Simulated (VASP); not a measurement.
Input of a VASP 6.6.1 run:

File INCAR:

```
PREC = Accurate ; ENCUT = 520
EDIFF = 1E-6 ; ISMEAR = 0
SIGMA = 0.15 ; LREAL = F
LASPH = T ; NELM = 100
ALGO = Fast ; ISIF = 2
LWAVE = F ; LCHARG = F
GGA = PE ; IVDW = 12
NBANDS = 17
```

File KPOINTS:

```
Automatic mesh
0
Gamma
  12 12 12
```

POSCAR

```
SnTe
1.0
    3.9047000000      0.0000000000      0.0000000000
    0.0000000000      3.9047000000      0.0000000000
    0.0000000000      0.0000000000      4.2170760000
Sn Te
1 1
Direct
    0.0000000000      0.0000000000      0.0000000000
    0.5000000000      0.5000000000      0.5000000000
```

Potentials or basis: VASP PAW PBE potentials, release 64 (Sn_d, Te).

The run is started by

```sh
$ cat potpaw_PBE.64/Sn_d/POTCAR potpaw_PBE.64/Te/POTCAR > POTCAR
$ mpirun -np 1 vasp_std > vasp.out
```

Question: What does it give for the dispersion energy per atom?

Answer: -0.422 eV.

Question: Estimate the pressure.

Answer: -3.4 GPa.

Question: Predict the band gap on the k mesh.

Answer: None (metal or under the smearing width).

Stress tensor (GPa, compression positive):
```
-2.66  0.00  0.00
 0.00 -2.66  0.00
 0.00  0.00 -5.02
```

Caveat: pairwise dispersion overbinds metals, which lowers pressure and volume. Spin-orbit coupling is left out, which matters for the levels of Te.
